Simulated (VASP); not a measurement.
Input of a VASP 6.6.1 run:

INCAR

```
SYSTEM = SrCl2
PREC = Accurate ; ENCUT = 520
EDIFF = 1E-6 ; ISMEAR = 0
SIGMA = 0.05 ; LREAL = .False.
LASPH = .True. ; NELM = 100
ALGO = Normal ; ISIF = 2
LWAVE = .False. ; LCHARG = .False.
GGA = PS ; NBANDS = 19
```

Contents of KPOINTS:

```
Automatic mesh
0
Gamma
  6 6 6
  0 0 0
```

POSCAR

```
SrCl2
1.0
    0.0000000000      3.4855000000      3.4855000000
    3.4855000000      0.0000000000      3.4855000000
    3.4855000000      3.4855000000      0.0000000000
Sr Cl
1 2
Direct
    0.0000000000      0.0000000000      0.0000000000
    0.2500000000      0.2500000000      0.2500000000
    0.7500000000      0.7500000000      0.7500000000
```

Potentials or basis: VASP PAW PBE potentials, release 64 (Sr_sv, Cl).

The run is started by

```console
$ cat potpaw_PBE.64/Sr_sv/POTCAR potpaw_PBE.64/Cl/POTCAR > POTCAR
$ mpirun -np 1 vasp_std > vasp.out
```

**Question.** What does it give for the pressure?

**Answer.** -0.9 GPa.

**Question.** What does it give for the band gap on the k mesh?

**Answer.** 5.14 eV, indirect (least direct gap 5.36 eV).

Caveat: the PAW data sets were made with another functional, which shifts forces and pressure a little. A k mesh can miss the band edges.
